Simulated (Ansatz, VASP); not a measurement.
# Two plane-wave programs on BN

Contents of INCAR:

```
SYSTEM = BN
ALGO     = Normal         ! electronic algorithm
EDIFF    = 1E-7           ! SCF threshold, eV
ENCUT    = 520            ! plane-wave cutoff, eV
GGA      = PE             ! functional
ISIF     = 2              ! what is computed and relaxed
ISMEAR   = -1             ! smearing method
LASPH    = .TRUE.         ! aspherical terms in the spheres
LCHARG   = .FALSE.        ! write CHGCAR
LREAL    = .FALSE.        ! projectors in reciprocal space
LWAVE    = .FALSE.        ! write WAVECAR
NBANDS   = 11             ! bands
NELM     = 60             ! most SCF steps
PREC     = Accurate       ! precision mode
SIGMA    = 0.05           ! smearing width, eV
```

The input KPOINTS:

```
k-points
0
G
  13 13 13
  0 0 0
```

POSCAR

```
BN
1.0
    0.0000000000      3.5413121025      2.1945957093
    1.2681028322      0.0000000000      2.1945957093
    1.2681028322      3.5413121025      0.0000000000
N B
1 1
Direct
    0.6666513400      0.6666513400      0.3333486600
    0.0000486500      0.0000486500      0.9999513500
```

File input.yaml:

```yaml
crystal:
  lattice:
    - [0.0, 3.5413121025, 2.1945957093]
    - [1.2681028322, 0.0, 2.1945957093]
    - [1.2681028322, 3.5413121025, 0.0]
  atoms:
    - { symbol: "N", position: [0.66665134, 0.66665134, 0.33334866] }
    - { symbol: B, position: [4.865e-05, 4.865e-05, 0.99995135] }
hamiltonian:
  xc: pbe
  pseudopotentials: { kind: paw }
kpoints:
  mp_grid: { grid: [13, 13, 13] }
scf:
  occupations: { method: fermi_dirac, width: 0.05 }
output:
  forces: true
  stress: true
  eigenvalues: true
  write_density: true
  write_potential: true
  elf: true
  volumetric_format: npy
```

Change from the starting cell: volume scaled by 1.04.

Alike in both runs: task single point; functional PBE; k mesh 13 × 13 × 13; occupations fermi-dirac, width 0.05 eV; no spin polarisation.

|  | VASP | Ansatz |
| --- | --- | --- |
| version | VASP 6.6.1 | Ansatz 0.2.0 |
| potentials or method | VASP PAW PBE potentials, release 64 (N, B) | Ansatz PAW |
| plane-wave cutoff (eV) | 520 | 420 |
| valence electrons in the cell | 8 | 8 |

Ansatz gave:

| Property | Result |
| --- | --- |
| gap on the k mesh at the Fermi level (eV) | 3.88 |
| least direct gap on the mesh (eV) | 4.56 |
| pressure (GPa) | -5.4 |
| largest component of the traceless stress (GPa) | 6.86 |
| rms of the force components (eV/Å) | 0.005 |

Q: Estimate VASP's values.

A: gap on the k mesh at the Fermi level (eV): 3.87; least direct gap on the mesh (eV): 4.56; pressure (GPa): -5.3; largest component of the traceless stress (GPa): 6.67; rms of the force components (eV/Å): 0.005.

Atom by atom the forces differ by 0.000 eV/Å (rms over components).

Caveats: an odd mesh through Γ misses points on the zone boundary, where band edges often lie (VASP); odd divisions of the mesh miss points on the zone boundary, where band edges often lie, so the gap on the mesh can be too wide (Ansatz); the pressure holds a Pulay correction of +0.6 GPa for the finite cutoff (Ansatz).
